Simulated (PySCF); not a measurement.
Molecule: 1-Butene (SMILES C=CCC).

Cartesian coordinates in Å; atom numbers follow the order of the lines, from 1:
```xyz
12

C     1.9049    0.3130    0.5702
C     0.6802    0.6802    0.1914
C    -0.2573   -0.1433   -0.6347
C    -1.5559   -0.4756    0.0949
H     2.3258   -0.6543    0.2755
H     2.5349    0.9625    1.1839
H     0.2992    1.6590    0.5139
H    -0.4982    0.4102   -1.5606
H     0.2485   -1.0706   -0.9510
H    -1.3578   -1.0643    1.0038
H    -2.2368   -1.0566   -0.5455
H    -2.0873    0.4391    0.4030
```

Geometry PBE0-D3(BJ)/def2-SVP throughout; GIAO in PySCF, gas phase, one conformer, non-relativistic; equivalent atoms averaged; basis pcSseg-2.

(1) How do the shifts δ (against TMS at the same level) depend on the functional? (ppm; last column core-seconds on shared hosts with different chips, so compare them loosely; the GGAs took longer than the global hybrids here, which isn't the general rule, and the cause wasn't traced)

(2) Which nucleus moves most, in ppm?

Results:

(1) 
```tsv
functional	kind	C2	C1	C3	C4	H7	H5	H6	H8/H9	H10/H11/H12	core-s
HF	Hartree–Fock	153.4	121.7	29.3	17.5	6.03	5.27	5.12	1.97	1.03	8.8
LDA	LDA	161.6	127.0	36.2	15.4	6.30	5.39	5.25	2.26	0.98	21
PBE	GGA	155.0	121.5	36.2	17.1	6.18	5.27	5.16	2.22	1.01	27
BLYP	GGA	155.5	120.1	37.2	17.9	6.11	5.19	5.06	2.22	1.05	27
BP86	GGA	154.2	121.2	35.9	17.1	6.15	5.26	5.14	2.21	1.00	27
OPBE	GGA	148.6	118.2	34.7	17.1	6.20	5.28	5.22	2.23	0.98	26
KT2	GGA	145.4	114.0	35.2	17.3	6.02	5.11	4.99	2.19	0.99	33
KT3	GGA	143.6	112.3	35.2	17.8	5.97	5.08	4.99	2.20	1.02	25
B97-D	GGA	149.7	116.9	35.8	17.8	6.08	5.18	5.07	2.21	1.04	27
B3LYP	global hybrid	156.3	122.2	35.2	17.6	6.09	5.23	5.10	2.15	1.03	17
PBE0	global hybrid	155.6	123.6	33.8	16.9	6.16	5.31	5.20	2.14	0.99	17
mPW1PW91	global hybrid	155.4	123.6	33.8	17.0	6.13	5.29	5.19	2.14	0.99	17
WP04	global hybrid	152.4	122.4	34.7	18.6	5.77	5.00	4.94	2.04	0.99	24
B97-2	global hybrid	152.0	120.7	33.9	17.5	6.11	5.25	5.15	2.13	1.00	23
BHandHLYP	global hybrid	156.3	123.6	32.8	17.6	6.09	5.26	5.13	2.06	1.02	23
CAM-B3LYP	range-separated hybrid	158.8	125.3	33.6	17.1	6.16	5.30	5.17	2.10	1.03	26
wB97X-D	range-separated hybrid	156.4	124.9	33.0	17.2	6.16	5.33	5.21	2.07	0.99	22
LC-wPBE	range-separated hybrid	160.0	129.7	31.2	16.1	6.23	5.43	5.33	2.04	0.97	32
```

(2) C2 (alkene CH): from 143.6 ppm with KT3 to 161.6 ppm with LDA. The smallest spread is 0.08 ppm, at H10/H11/H12. Proton shifts span only some 12 ppm, so a few tenths of a ppm matter as much there as several ppm in carbon.
